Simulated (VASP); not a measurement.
Input of a VASP 6.6.1 run:

Contents of POSCAR:

```
Cl
1.0
    2.4583436611     -1.6234000565      0.0000000000
    2.4583436611      1.6234000565      0.0000000000
    0.0000000000      0.0000000000      7.1737305992
  Cl
     4
Direct
     0.8340850288801039    0.1659149711198960    0.1183612845493977
     0.6659149711198961    0.3340850288801040    0.6183612845493978
     0.1659149711198960    0.8340850288801039    0.8816387154506022
     0.3340850288801040    0.6659149711198961    0.3816387154506023
```

The input INCAR.step1:

```
PREC     = Accurate       # precision mode
ENCUT    = 600            # plane-wave cutoff, eV
EDIFF    = 1E-8           # SCF threshold, eV
ISMEAR   = 0              # smearing method
SIGMA    = 0.03           # smearing width, eV
LREAL    = False          # projectors in reciprocal space
LASPH    = True           # aspherical terms in the spheres
NELM     = 80             # most SCF steps
ALGO     = Normal         # electronic algorithm
ISIF     = 3              # what is computed and relaxed
LWAVE    = False          # write WAVECAR
LCHARG   = False          # write CHGCAR
GGA      = PE             # functional
PSTRESS  = 420.0        
IBRION   = 2              # ionic algorithm
NSW      = 40             # ionic steps
EDIFFG   = -0.002         # ionic threshold
```

File INCAR.step2:

```
PREC     = Accurate       # precision mode
ENCUT    = 600            # plane-wave cutoff, eV
EDIFF    = 1E-8           # SCF threshold, eV
ISMEAR   = 0              # smearing method
SIGMA    = 0.03           # smearing width, eV
LREAL    = False          # projectors in reciprocal space
LASPH    = True           # aspherical terms in the spheres
NELM     = 80             # most SCF steps
ALGO     = Normal         # electronic algorithm
ISIF     = 2              # what is computed and relaxed
LWAVE    = False          # write WAVECAR
LCHARG   = False          # write CHGCAR
GGA      = PE             # functional
PSTRESS  = 420.0        
IBRION   = 6              # ionic algorithm
NFREE    = 2            
POTIM    = 0.015          # step
NSW      = 1              # ionic steps
```

The input KPOINTS:

```
regular mesh
0
Gamma
  8 8 4
```

Potentials or basis: VASP PAW PBE potentials, release 64 (Cl).

Run with:

```console
$ cat potpaw_PBE.64/Cl/POTCAR > POTCAR
$ cp INCAR.step1 INCAR
$ mpirun -np 1 vasp_std > vasp.out
$ cp CONTCAR POSCAR
$ cp INCAR.step2 INCAR
$ mpirun -np 1 vasp_std > vasp.out
```

Question: What does it give for the highest phonon frequency at Γ?

Answer: 482 cm⁻¹.

The path:
| step | energy change (eV) | largest force (eV/Å) | pressure (GPa) | volume (Å³) |
| --- | --- | --- | --- | --- |
| 1 | 0.0000 | 0.0015 | 41.99 | 57.26 |
| 2 | 0.0024 | 0.0015 | 42.02 | 57.25 |
| 3 | 0.0015 | 0.0013 | 42.01 | 57.25 |
